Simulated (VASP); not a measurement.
# GaN (P6_3mc) in VASP: further runs

One crystal, GaN, is run at these levels: PBE; tasks: relaxation of shape and atoms at fixed volume.

Everything below comes from runs of VASP 6.6.1. Logs are shortened: lines on timing, memory, paths and dates and some standing lists are left out, and cuts for length are marked.

## Step 1: The structure

Symmetry: P6_3mc, No. 186, hexagonal system. The conventional cell has a = 3.214 Å, b = 3.214 Å, c = 5.237 Å, α = 90.00°, β = 90.00°, γ = 120.00°. Ga (site symmetry 3m) is surrounded by 4 N at 1.96 to 1.97 Å. N (site symmetry 3m) has 4 Ga at 1.96 to 1.97 Å as nearest neighbours.

## Step 2: Relaxation of shape and atoms at fixed volume, PBE

INCAR reads:

```
  PREC = Accurate
  ENCUT = 300
  EDIFF = 1E-7
  ISMEAR = 0
  SIGMA = 0.03
  LREAL = False
  LASPH = True
  NELM = 80
  ALGO = Normal
  ISIF = 4
  LWAVE = False
  LCHARG = False
  GGA = PE
  IBRION = 2
  NSW = 40
  EDIFFG = -0.01
```

KPOINTS reads:

```
Automatic mesh
0
Gamma
  6 6 3
```

POSCAR reads:

```
GaN                                     
1.0
    3.2141256585      0.0000000000      0.0000000000
   -1.6070628293      2.7835144712      0.0000000000
    0.0000000000      0.0000000000      5.2365553426
  Ga              N             
     2     2
Direct
     0.3333333332999970    0.6666666667000030    0.9991839793493268
     0.6666666667000030    0.3333333332999970    0.4991839793493268
     0.3333333332999970    0.6666666667000030    0.3758160206506732
     0.6666666667000030    0.3333333332999970    0.8758160206506732
```

Potentials or basis: VASP PAW PBE potentials, release 64 (Ga_d, N_s).

Command:

```bash
$ cat potpaw_PBE.64/Ga_d/POTCAR potpaw_PBE.64/N_s/POTCAR > POTCAR
$ mpirun -np 1 vasp_std > vasp.out
```

OUTCAR:

```text
PREC = Accurate
   ENCUT = 300
   EDIFF = 1E-7
   ISMEAR = 0
   LREAL = False
   LASPH = True
   NELM = 80
   ISIF = 4
   GGA = PE
   IBRION = 2
   NSW = 40
   EDIFFG = -0.01

 ion  position               nearest neighbor table
   1  0.333  0.667  0.999-   4 1.96   4 1.96   4 1.96   3 1.97
   2  0.667  0.333  0.499-   3 1.96   3 1.96   3 1.96   4 1.97
   3  0.333  0.667  0.376-   2 1.96   2 1.96   2 1.96   1 1.97
   4  0.667  0.333  0.876-   1 1.96   1 1.96   1 1.96   2 1.97

  LATTYP: Found a hexagonal cell.
 ALAT       =     3.2141256585
 C/A-ratio  =     1.6292316788

  Lattice vectors:

 A1 = (   3.2141256585,   0.0000000000,   0.0000000000)
 A2 = (  -1.6070628293,   2.7835144712,   0.0000000000)
 A3 = (   0.0000000000,   0.0000000000,   5.2365553426)

Analysis of symmetry for initial positions (statically):
=====================================================================
 Subroutine PRICEL returns:
 Original cell was already a primitive cell.

 Routine SETGRP: Setting up the symmetry group for a
 hexagonal supercell.

 Subroutine GETGRP returns: Found 12 space group operations
 (whereof  6 operations were pure point group operations)
 out of a pool of 24 trial point group operations.

The static configuration has the point symmetry C_3v.
 The point group associated with its full space group is C_6v.

Analysis of symmetry for dynamics (positions and initial velocities):
=====================================================================
 Subroutine PRICEL returns:
 Original cell was already a primitive cell.

 Routine SETGRP: Setting up the symmetry group for a
 hexagonal supercell.

 Subroutine GETGRP returns: Found 12 space group operations
 (whereof  6 operations were pure point group operations)
 out of a pool of 24 trial point group operations.

The dynamic configuration has the point symmetry C_3v.
 The point group associated with its full space group is C_6v.

 Subroutine INISYM returns: Found 12 space group operations
 (whereof  6 operations are pure point group operations),
 and found     1 'primitive' translations

----------------------------------------------------------------------------------------

                                     Primitive cell

  volume of cell :      46.8492

  direct lattice vectors                    reciprocal lattice vectors
     3.214125658  0.000000000  0.000000000     0.311126604  0.179629028  0.000000000
    -1.607062829  2.783514471  0.000000000     0.000000000  0.359258057  0.000000000
     0.000000000  0.000000000  5.236555343     0.000000000  0.000000000  0.190965231

  length of vectors
     3.214125658  3.214125659  5.236555343     0.359258057  0.359258057  0.190965231

  position of ions in fractional coordinates (direct lattice)
     0.333333333  0.666666667  0.999183979
     0.666666667  0.333333333  0.499183979
     0.333333333  0.666666667  0.375816021
     0.666666667  0.333333333  0.875816021

  ion indices of the primitive-cell ions
   primitive index   ion index
                 1           1
                 2           2
                 3           3
                 4           4

----------------------------------------------------------------------------------------

 KPOINTS: Automatic mesh

Automatic generation of k-mesh.
 Grid dimensions read from file:
 generate k-points for:    6    6    3

 Generating k-lattice:

  Cartesian coordinates                     Fractional coordinates (reciprocal lattice)
     0.051854434  0.029938171  0.000000000     0.166666667 -0.000000000  0.000000000
     0.000000000  0.059876343  0.000000000     0.000000000  0.166666667  0.000000000
     0.000000000  0.000000000  0.063655077     0.000000000  0.000000000  0.333333333

  Length of vectors
     0.059876343  0.059876343  0.063655077

  Shift w.r.t. Gamma in fractional coordinates (k-lattice)
     0.000000000  0.000000000  0.000000000

 Subroutine IBZKPT returns following result:
 ===========================================

 Found     14 irreducible k-points:

 Following reciprocal coordinates:
            Coordinates               Weight
  0.000000  0.000000  0.000000      1.000000
  0.166667 -0.000000  0.000000      6.000000
  0.333333 -0.000000  0.000000      6.000000
  0.500000  0.000000  0.000000      3.000000
  0.166667  0.166667  0.000000      6.000000
  0.333333  0.166667  0.000000     12.000000
  0.333333  0.333333  0.000000      2.000000
  0.000000  0.000000  0.333333      2.000000
  0.166667 -0.000000  0.333333     12.000000
  0.333333 -0.000000  0.333333     12.000000
  0.500000  0.000000  0.333333      6.000000
  0.166667  0.166667  0.333333     12.000000
  0.333333  0.166667  0.333333     24.000000
  0.333333  0.333333  0.333333      4.000000
   k-points           NKPTS =     14   k-points in BZ     NKDIM =     14   number of bands    NBANDS=     22
   number of dos      NEDOS =    301   number of ions     NIONS =      4
   total plane-waves  NPLWV =   9720
   dimension x,y,z NGX =    18 NGY =   18 NGZ =   30
   dimension x,y,z NGXF=    36 NGYF=   36 NGZF=   60
   ions per type =               2   2
   NGX,Y,Z   is equivalent  to a cutoff of   9.31,  9.31,  9.52 a.u.
   NGXF,Y,Z  is equivalent  to a cutoff of  18.62, 18.62, 19.05 a.u.
 SYSTEM =  unknown system
   PREC   = accura    normal or accurate (medium, high low for compatibility)
   ISTART =      0    job   : 0-new  1-cont  2-samecut
   ICHARG =      2    charge: 1-file 2-atom 10-const
   ISPIN  =      1    spin polarized calculation?
   LNONCOLLINEAR =      F non collinear calculations
   LSORBIT =      F    spin-orbit coupling
   LASPH  =      T    aspherical Exc in radial PAW
   ENCUT  =  300.0 eV  22.05 Ry    4.70 a.u.   4.54  4.54  7.40*2*pi/ulx,y,z
   NELM   =     80;   NELMIN=  2; NELMDL= -5     # of ELM steps
   EDIFF  = 0.1E-06   stopping-criterion for ELM
   LREAL  =      F    real-space projection
   EDIFFG = -.1E-01   stopping-criterion for IOM
   NSW    =     40    number of steps for IOM
   IBRION =      2    ionic relax: 0-MD 1-quasi-New 2-CG
   NFREE  =      1    steps in history (QN), initial steepest desc. (CG)
   ISIF   =      4    stress and relaxation
   ISYM   =      2    0-nonsym 1-usesym 2-fastsym
   POTIM  = 0.5000    time-step for ionic-motion
   TEBEG  =    0.0;   TEEND  =   0.0 temperature during run
   PSTRESS=    0.0 pullay stress
   NELECT =      36.0000    total number of electrons
   NUPDOWN=      -1.0000    fix difference up-down
   EMIN   =  10.00;   EMAX   =-10.00  energy-range for DOS
   EFERMI =   0.00;   METHOD = LEGACY
   ISMEAR =     0;   SIGMA  =   0.03  broadening in eV -4-tet -1-fermi 0-gaus
   EFERMI_NEDOS =   21; number of points for ismear=-14 and -15
   IALGO  =     38    algorithm
   IMIX   =      4    mixing-type and parameters
     AMIX     =   0.40;   BMIX     =  1.00
     AMIX_MAG =   1.60;   BMIX_MAG =  1.00
  volume/ion in A,a.u.               =      11.71        79.04
  Fermi-wavevector in a.u.,A,eV,Ry     =   1.499483  2.833613 30.592025  2.248450
  Thomas-Fermi vector in A             =   2.611107
   LORBIT       =      0    0 simple, 1 ext, 2 COOP (PROOUT), +10 PAW based schemes
   GGA     = PE    functional components
   LHFCALC =     F    Hartree Fock is set to
   AEXX    =    0.0000 exact exchange contribution
   IVDW    =     0    specifies the selected vdW correction
   LEPSILON=     F    determine dielectric tensor
   LRPA    =     F    only Hartree local field effects (RPA)
 conjugate gradient relaxation of ions
 non-spin polarized calculation
 Gauss-broadening in eV      SIGMA  =   0.03
  energy-cutoff  :      300.00
  volume of cell :       46.85
 maximum number of plane-waves:       564
   NGX =  9   NGY =  9   NGZ = 15

 number of electron      35.9999990 magnetization

 Free energy of the ion-electron system (eV)
  ---------------------------------------------------
  ext. energy  EPLUGINS =         0.00000000
  ---------------------------------------------------
  free energy    TOTEN  =       -24.32920405 eV

  energy without entropy =      -24.32920405  energy(sigma->0) =      -24.32920405

 E-fermi :   5.5479     XC(G=0): -11.5353

 val. band max:        5.3576710834   @ k =   0.0000   0.0000   0.0000
 cond. band min:       7.1032458911   @ k =   0.0000   0.0000   0.0000
 fundamental gap:      1.7455748077
 Fermi energy:         5.5478617941

 k-point     1 :       0.0000    0.0000    0.0000
  band No.  band energies     occupation
      1     -10.4109      2.00000
      2      -9.5688      2.00000
      3      -8.0549      2.00000
      4      -8.0404      2.00000
      5      -8.0404      2.00000
      6      -7.9835      2.00000
[... 14 lines left out ...]
     21      14.4034      0.00000
     22      15.1180      0.00000

 k-point     2 :       0.1667   -0.0000    0.0000
  band No.  band energies     occupation
      1     -10.1701      2.00000
      2      -9.5135      2.00000
      3      -8.0264      2.00000
      4      -8.0082      2.00000
      5      -7.9629      2.00000
      6      -7.9361      2.00000
[... 14 lines left out ...]
     21      13.4066      0.00000
     22      14.1676      0.00000

 k-point     3 :       0.3333   -0.0000    0.0000
  band No.  band energies     occupation
      1      -9.7385      2.00000
      2      -9.4394      2.00000
      3      -7.9907      2.00000
      4      -7.9740      2.00000
      5      -7.8961      2.00000
      6      -7.8435      2.00000
[... 14 lines left out ...]
     21      12.0084      0.00000
     22      13.6222      0.00000

 k-point     4 :       0.5000    0.0000    0.0000
  band No.  band energies     occupation
      1      -9.5769      2.00000
      2      -9.4193      2.00000
      3      -7.9928      2.00000
      4      -7.9718      2.00000
      5      -7.8812      2.00000
      6      -7.8420      2.00000
[... 14 lines left out ...]
     21      11.3469      0.00000
     22      13.7359      0.00000

 k-point     5 :       0.1667    0.1667    0.0000
  band No.  band energies     occupation
      1      -9.8341      2.00000
      2      -9.4534      2.00000
      3      -7.9959      2.00000
      4      -7.9746      2.00000
      5      -7.9118      2.00000
      6      -7.8874      2.00000
[... 14 lines left out ...]
     21      12.5775      0.00000
     22      12.9099      0.00000

 k-point     6 :       0.3333    0.1667    0.0000
  band No.  band energies     occupation
      1      -9.5655      2.00000
      2      -9.4233      2.00000
      3      -8.0140      2.00000
      4      -7.9382      2.00000
      5      -7.8555      2.00000
      6      -7.8422      2.00000
[... 14 lines left out ...]
     21      12.0173      0.00000
     22      13.5149      0.00000

 k-point     7 :       0.3333    0.3333    0.0000
  band No.  band energies     occupation
      1      -9.4548      2.00000
      2      -9.4548      2.00000
      3      -8.0406      2.00000
      4      -7.8486      2.00000
      5      -7.8486      2.00000
      6      -7.8349      2.00000
[... 14 lines left out ...]
     21      12.9244      0.00000
     22      13.6822      0.00000

 k-point     8 :       0.0000    0.0000    0.3333
  band No.  band energies     occupation
      1     -10.1312      2.00000
      2      -9.6930      2.00000
      3      -8.0333      2.00000
      4      -8.0333      2.00000
      5      -8.0045      2.00000
      6      -8.0045      2.00000
[... 14 lines left out ...]
     21      13.8212      0.00000
     22      14.2503      0.00000

 k-point     9 :       0.1667   -0.0000    0.3333
  band No.  band energies     occupation
      1      -9.9344      2.00000
      2      -9.5984      2.00000
      3      -8.0116      2.00000
      4      -7.9951      2.00000
      5      -7.9793      2.00000
      6      -7.9588      2.00000
[... 14 lines left out ...]
     21      12.9381      0.00000
     22      13.5015      0.00000

 k-point    10 :       0.3333   -0.0000    0.3333
  band No.  band energies     occupation
      1      -9.6124      2.00000
      2      -9.4641      2.00000
      3      -7.9966      2.00000
      4      -7.9471      2.00000
      5      -7.9396      2.00000
      6      -7.8730      2.00000
[... 14 lines left out ...]
     21      12.5262      0.00000
     22      13.2981      0.00000

 k-point    11 :       0.5000    0.0000    0.3333
  band No.  band energies     occupation
      1      -9.5017      2.00000
      2      -9.4233      2.00000
      3      -8.0063      2.00000
      4      -7.9515      2.00000
      5      -7.9264      2.00000
      6      -7.8386      2.00000
[... 14 lines left out ...]
     21      12.7920      0.00000
     22      13.0744      0.00000

 k-point    12 :       0.1667    0.1667    0.3333
  band No.  band energies     occupation
      1      -9.6798      2.00000
      2      -9.4904      2.00000
      3      -7.9768      2.00000
      4      -7.9650      2.00000
      5      -7.9343      2.00000
      6      -7.9188      2.00000
[... 14 lines left out ...]
     21      12.5702      0.00000
     22      13.0611      0.00000

 k-point    13 :       0.3333    0.1667    0.3333
  band No.  band energies     occupation
      1      -9.4927      2.00000
      2      -9.4229      2.00000
      3      -7.9738      2.00000
      4      -7.9512      2.00000
      5      -7.9226      2.00000
      6      -7.8588      2.00000
[... 14 lines left out ...]
     21      12.7125      0.00000
     22      13.3867      0.00000

 k-point    14 :       0.3333    0.3333    0.3333
  band No.  band energies     occupation
      1      -9.4230      2.00000
      2      -9.4230      2.00000
      3      -7.9775      2.00000
      4      -7.9138      2.00000
      5      -7.9138      2.00000
      6      -7.8582      2.00000
[... 14 lines left out ...]
     21      11.9902      0.00000
     22      13.2731      0.00000

------------------------ aborting loop because EDIFF is reached ----------------------------------------

  FORCE on cell =-STRESS in cart. coord.  units (eV):
  Direction    XX          YY          ZZ          XY          YZ          ZX
  --------------------------------------------------------------------------------------
  -------------------------------------------------------------------------------------
  Total        0.0034530      0.0034530      0.0047269     -0.0000000      0.0000000     -0.0000000
  in kB        0.1180862      0.1180862      0.1616526     -0.0000000      0.0000000     -0.0000000
  external PRESSURE =       0.1326083 kB  Pullay stress =       0.0000000 kB

 VOLUME and BASIS-vectors are now :
 -----------------------------------------------------------------------------
  energy-cutoff  :      300.00
  volume of cell :       46.85
      direct lattice vectors                 reciprocal lattice vectors
     3.214125658  0.000000000  0.000000000     0.311126604  0.179629028  0.000000000
    -1.607062829  2.783514471  0.000000000     0.000000000  0.359258057  0.000000000
     0.000000000  0.000000000  5.236555343     0.000000000  0.000000000  0.190965231

 POSITION                                       TOTAL-FORCE (eV/Angst)
 -----------------------------------------------------------------------------------
     -0.00000      1.85568      5.23228         0.000000     -0.000000     -0.002922
      1.60706      0.92784      2.61400        -0.000000      0.000000     -0.002922
     -0.00000      1.85568      1.96798         0.000000     -0.000000      0.002922
      1.60706      0.92784      4.58626        -0.000000     -0.000000      0.002922
 -----------------------------------------------------------------------------------
    total drift:                               -0.000001     -0.000002      0.001181

  FREE ENERGIE OF THE ION-ELECTRON SYSTEM (eV)
  ---------------------------------------------------
  free  energy   TOTEN  =       -24.3292040500 eV

  energy  without entropy=      -24.3292040500  energy(sigma->0) =      -24.32920405

 reached required accuracy - stopping structural energy minimisation
```

Wall time 6.3 s (1 thread of AMD EPYC 9R45 (Zen 5), shared host); peak memory 0.1 GiB.

These settings aren't checked as converged: the numbers below hold their error.

Results:

```
Free energy            : -24.3292 eV
Band gap on the k mesh : 1.75 eV, direct
```

Caveat: the cutoff is under 1.25 times the usual one of these potentials, so pressure, stress and relaxed cells hold a basis-set (Pulay) error; the relaxation stopped at its first step, so nothing moved.

## Step 3: Relaxation of shape and atoms at fixed volume, PBE (a relaxed cell with its volume scaled by 1.02)

INCAR is that of step 2.

KPOINTS is that of step 2.

POSCAR: that of step 2 with these lines changed.

```diff
@@ -2,5 +2,5 @@
 1.0
-    3.2141256585      0.0000000000      0.0000000000
-   -1.6070628293      2.7835144712      0.0000000000
-    0.0000000000      0.0000000000      5.2365553426
+    3.2354118792      0.0000000000      0.0000000000
+   -1.6177059396      2.8019488791      0.0000000000
+    0.0000000000      0.0000000000      5.2712355277
   Ga              N
```

Potentials or basis: VASP PAW PBE potentials, release 64 (Ga_d, N_s).

Command:

```bash
$ cat potpaw_PBE.64/Ga_d/POTCAR potpaw_PBE.64/N_s/POTCAR > POTCAR
$ mpirun -np 1 vasp_std > vasp.out
```

Wall time 6.1 s (1 thread of AMD EPYC 9R45 (Zen 5), shared host); peak memory 0.09 GiB.

The run converged, but some of its settings lie outside the range that counts as converged, so its numbers aren't taken as properties of the crystal.

Results:

| Property | Result |
| --- | --- |
| Free energy | -24.3257 eV |
| Largest force after relaxing | 0.006 eV/Å |
| Band gap on the k mesh | 1.61 eV, direct |

Caveat: the cutoff is under 1.25 times the usual one of these potentials, so pressure, stress and relaxed cells hold a basis-set (Pulay) error; the relaxation stopped at its first step, so nothing moved.

## Step 4: Relaxation of shape and atoms at fixed volume, PBE (a relaxed cell with its volume scaled by 1.04)

INCAR is that of step 3.

KPOINTS is that of step 3.

POSCAR: that of step 3 with these lines changed.

```diff
@@ -2,5 +2,5 @@
 1.0
-    3.2354118792      0.0000000000      0.0000000000
-   -1.6177059396      2.8019488791      0.0000000000
-    0.0000000000      0.0000000000      5.2712355277
+    3.2564216360      0.0000000000      0.0000000000
+   -1.6282108180      2.8201438621      0.0000000000
+    0.0000000000      0.0000000000      5.3054652890
   Ga              N
```

Command:

```bash
$ cat potpaw_PBE.64/Ga_d/POTCAR potpaw_PBE.64/N_s/POTCAR > POTCAR
$ mpirun -np 1 vasp_std > vasp.out
```

It took 6.2 s on 1 thread of AMD EPYC 9R45 (Zen 5), shared host; peak memory 0.1 GiB.

These settings aren't checked as converged: the numbers below hold their error.

What came out:

```
Free energy                  : -24.3023 eV
Largest force after relaxing : 0.009 eV/Å
Band gap on the k mesh       : 1.48 eV, direct
```

Caveat: the cutoff is under 1.25 times the usual one of these potentials, so pressure, stress and relaxed cells hold a basis-set (Pulay) error; the relaxation stopped at its first step, so nothing moved.

## Step 5: Relaxation of shape and atoms at fixed volume, PBE (a relaxed cell with its volume scaled by 1.06)

INCAR is that of step 4.

KPOINTS is that of step 4.

POSCAR: that of step 4 with these lines changed.

```diff
@@ -2,5 +2,5 @@
 1.0
-    3.2564216360      0.0000000000      0.0000000000
-   -1.6282108180      2.8201438621      0.0000000000
-    0.0000000000      0.0000000000      5.3054652890
+    3.2771637343      0.0000000000      0.0000000000
+   -1.6385818671      2.8381070462      0.0000000000
+    0.0000000000      0.0000000000      5.3392589726
   Ga              N
```

Command:

```bash
$ cat potpaw_PBE.64/Ga_d/POTCAR potpaw_PBE.64/N_s/POTCAR > POTCAR
$ mpirun -np 1 vasp_std > vasp.out
```

It took 9.3 s on 1 thread of AMD EPYC 9R45 (Zen 5), shared host; peak memory 0.1 GiB.

The run converged, but some of its settings lie outside the range that counts as converged, so its numbers aren't taken as properties of the crystal.

Results:

- Free energy: -24.2626 eV
- Energy gained by relaxing: 0.0 meV/atom
- Ionic steps: 2
- Band gap on the k mesh: 1.36 eV, direct

Caveat: the cutoff is under 1.25 times the usual one of these potentials, so pressure, stress and relaxed cells hold a basis-set (Pulay) error.
